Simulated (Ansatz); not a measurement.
The system is PbSe (Clausthalite).

```
CELL_PARAMETERS angstrom
0.00000 3.06065 3.06065
3.06065 0.00000 3.06065
3.06065 3.06065 0.00000
ATOMIC_POSITIONS crystal
Pb 0.00000 0.00000 0.00000
Se 0.50000 0.50000 0.50000
```

Base run:

* Program: Ansatz 0.2.0
* Functional: PBEsol
* Potentials or basis: Ansatz PAW
* Cutoff: 420 eV
* Density cutoff: 1680 eV
* k mesh: 6 × 6 × 6
* Occupations: fermi-dirac, width 0.05 eV
* Spin: spin-orbit coupling, no magnetisation

Its results: band gap on the k mesh 0.27 eV, direct; pressure -1.1 GPa.

Q: The run is repeated on the same cell with these changes: functional from PBEsol to LDA. What comes out?

A: Band gap on the k mesh 0.30 eV, direct; pressure -2.7 GPa.

LDA binds more tightly than PBEsol, so the same cell stands under less pressure.

Caveats: the PAW data sets come from PBE, with cores solved anew for the run's functional, which leaves a small shift of forces and pressure.

Not every run made on this cell is shown here.
